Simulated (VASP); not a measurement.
These are PBE0 hybrid, VASP's PBE PAW potentials (set 64) (plane waves; VASP 6.6.1) values and carry that method's errors.

A VASP calculation is set up with these files.

### KPOINTS
```
K-points
0
G
  6 6 5
0 0 0
```

POSCAR:
```
Li3N
1
    3.5295940000     0.0000000000     0.0000000000
   -1.7647970000     3.0567180000     0.0000000000
    0.0000000000     0.0000000000     3.7690670000
Li N
3 1
Direct
  0.0000000000   0.0000000000   0.5000000000
  0.3333330000   0.6666670000   0.0000000000
  0.6666670000   0.3333330000   0.0000000000
  0.0000000000   0.0000000000   0.0000000000
```

INCAR:
```
SYSTEM  =  Li3N
PREC  =  Accurate; ENCUT  =  400; LREAL  =  F
LASPH  =  T; ISYM  =  3
EDIFF  =  1E-6; NELM  =  100; ALGO  =  Normal
ISMEAR  =  0; SIGMA  =  0.01
GGA  =  PE; LHFCALC  =  T; AEXX  =  0.25
HFRCUT  =  -1; PRECFOCK  =  Fast
ISIF  =  2
LWAVE  =  F; LCHARG  =  F
```

POTCAR, in this order: Li_sv N (PBE.64 set). Program: vasp_std.

Output

**OSZICAR**
```
       N       E                     dE             d eps       ncg     rms          rms(c)
DAV:   1     0.234216864978E+02    0.23422E+02   -0.61795E+03   462   0.118E+03
DAV:   2    -0.449325262280E+02   -0.68354E+02   -0.61983E+02   625   0.236E+02
DAV:   3    -0.522968917346E+02   -0.73644E+01   -0.73297E+01   703   0.729E+01
DAV:   4    -0.529613210823E+02   -0.66443E+00   -0.66387E+00   709   0.173E+01
DAV:   5    -0.242882938495E+02    0.28673E+02   -0.79975E-01   492   0.823E+00    0.109E+01
DAV:   6    -0.180490375843E+02    0.62393E+01   -0.21495E+01   489   0.257E+01    0.354E+00
DAV:   7    -0.192084731276E+02   -0.11594E+01   -0.49330E+00   608   0.105E+01    0.452E+00
DAV:   8    -0.189169325044E+02    0.29154E+00   -0.47240E-01   522   0.494E+00    0.188E+00
DAV:   9    -0.189058329835E+02    0.11100E-01   -0.35586E-01   516   0.344E+00    0.560E-01
DAV:  10    -0.189031854545E+02    0.26475E-02   -0.17088E-02   642   0.105E+00    0.365E-01
DAV:  11    -0.188975587392E+02    0.56267E-02   -0.18919E-02   534   0.642E-01    0.241E-01
DAV:  12    -0.188981190840E+02   -0.56034E-03   -0.33447E-03   692   0.279E-01    0.188E-01
DAV:  13    -0.188978230650E+02    0.29602E-03   -0.80805E-04   557   0.213E-01    0.966E-02
DAV:  14    -0.188978426323E+02   -0.19567E-04   -0.32453E-04   573   0.127E-01    0.605E-02
DAV:  15    -0.188978420064E+02    0.62595E-06   -0.41065E-05   635   0.488E-02    0.409E-02
DAV:  16    -0.188978459593E+02   -0.39529E-05   -0.27658E-05   587   0.293E-02    0.272E-02
DAV:  17    -0.188978506131E+02   -0.46538E-05   -0.60841E-06   557   0.180E-02    0.181E-02
DAV:  18    -0.188978525457E+02   -0.19326E-05   -0.21917E-06   501   0.129E-02    0.117E-02
DAV:  19    -0.188978535763E+02   -0.10306E-05   -0.71157E-07   270   0.766E-03    0.762E-03
DAV:  20    -0.188978540329E+02   -0.45665E-06   -0.33042E-07   273   0.535E-03
   1 F= -.18897854E+02 E0= -.18897854E+02  d E =-.200031E-29
```

File OUTCAR:
```
------------------------ aborting loop because EDIFF is reached ----------------------------------------
  FORCE on cell =-STRESS in cart. coord.  units (eV):
  Direction    XX          YY          ZZ          XY          YZ          ZX
  --------------------------------------------------------------------------------------
  Total       -0.7403065     -0.7403065     -0.7346039     -0.0000000      0.0000000      0.0000000
  in kB      -29.1681022    -29.1681009    -28.9434193     -0.0000000      0.0000000      0.0000000
  external PRESSURE =     -29.0932074 kB  Pullay stress =       0.0000000 kB
  volume of cell :       40.66
      direct lattice vectors                 reciprocal lattice vectors
     3.529594000  0.000000000  0.000000000     0.283318705  0.163574134  0.000000000
    -1.764797000  3.056718000  0.000000000     0.000000000  0.327148268  0.000000000
     0.000000000  0.000000000  3.769067000     0.000000000  0.000000000  0.265317650
 POSITION                                       TOTAL-FORCE (eV/Angst)
 -----------------------------------------------------------------------------------
      0.00000      0.00000      1.88453        -0.000000      0.000000      0.000000
     -0.00000      2.03781      0.00000         0.000000     -0.000000      0.000000
      1.76480      1.01890      0.00000         0.000000     -0.000000     -0.000000
      0.00000      0.00000      0.00000        -0.000000      0.000000      0.000000
 -----------------------------------------------------------------------------------
    total drift:                               -0.000000      0.000000     -0.000001
  FREE ENERGIE OF THE ION-ELECTRON SYSTEM (eV)
  ---------------------------------------------------
  free  energy   TOTEN  =       -18.8978540329 eV

  energy  without entropy=      -18.8978540329  energy(sigma->0) =      -18.89785403

  exchange ACFDT corr.  =         0.00000000  see jH, gK, PRB 81, 115126
```
(Selected blocks of OUTCAR.)

At this cut-off the stress carries a Pulay error, which pulls relaxed volumes low.

The structure comes from a computed database's Li3N entry; how it stands against other phases isn't given here. The cell was not relaxed at this level.
